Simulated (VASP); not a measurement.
**Hf: single point with PBE**

Crystal: Hf.

```
Hf
1.0
     0.00000    2.97606    4.68445
     1.71819    0.00000    4.68445
     1.71819    2.97606    0.00000
Hf
2
Direct
  0.16667 0.83333 0.16667
  0.83333 0.16667 0.83333
```

The cell was built by a generator and needn't be a form met in nature.

| Quantity | Value |
| --- | --- |
| Program | VASP 6.6.1 |
| Task | single point |
| Functional | PBE |
| Potentials or basis | VASP PAW PBE potentials, release 64 (Hf_pv) |
| Cutoff | 520 eV |
| k mesh | 6 × 6 × 6 |
| Occupations | gaussian, width 0.1 eV |
| Spin | no spin polarisation |
| Dipole correction | no |
| Further INCAR settings | ALGO = Normal; EDIFF = 1e-06; NBANDS = 17 |

| Quantity | Value |
| --- | --- |
| Pressure | 94.4 GPa |
| Largest force | 0.086 eV/Å |
| Band gap on the k mesh | none (metal or under the smearing width) |

Forces on the atoms (eV/Å):
```
Hf   0.000 -0.086  0.000
Hf   0.000  0.086  0.000
```

Stress tensor (GPa, compression positive):
```
144.54   0.00   0.00
  0.00 146.60   0.00
  0.00   0.00  -7.83
```

Levels at points of the mesh, in eV from the Fermi level:
```
           k point  band 6  band 7  band 8  band 9  band 10  band 11  band 12  band 13  band 14  band 15
(0.00, 0.00, 0.00)  -27.37   -4.67   -2.46   -0.72    -0.67     3.51     3.54     3.86     6.34     6.50
(0.50, 0.00, 0.00)  -25.63   -4.97   -2.22   -1.89    -1.70     0.34     1.83     4.08     4.35     5.66
(0.50, 0.50, 0.00)  -27.37   -3.84   -1.17   -0.72    -0.69    -0.64     3.50     3.53     6.42     6.59
(0.50, 0.00, 0.50)  -25.63   -5.00   -2.27   -1.70    -1.52    -0.60     1.57     4.05     4.85     5.78
(0.00, 0.50, 0.50)  -25.63   -4.95   -2.15   -2.07    -1.71     1.23     2.46     3.36     4.18     5.56
```

It took 30 s on 1 thread of Intel(R) Xeon(R) 6975P-C (Granite Rapids), with other jobs on the host, peak memory 0.21 GiB.

Caveat: the k mesh is coarse (spacing up to 0.37 Å⁻¹), so the values aren't converged; a pressure of tens of GPa on the cell as given is suspect, and the run, the potentials or the cell itself is likely at fault. The run has no spin-orbit coupling, so splittings on Hf are missing.
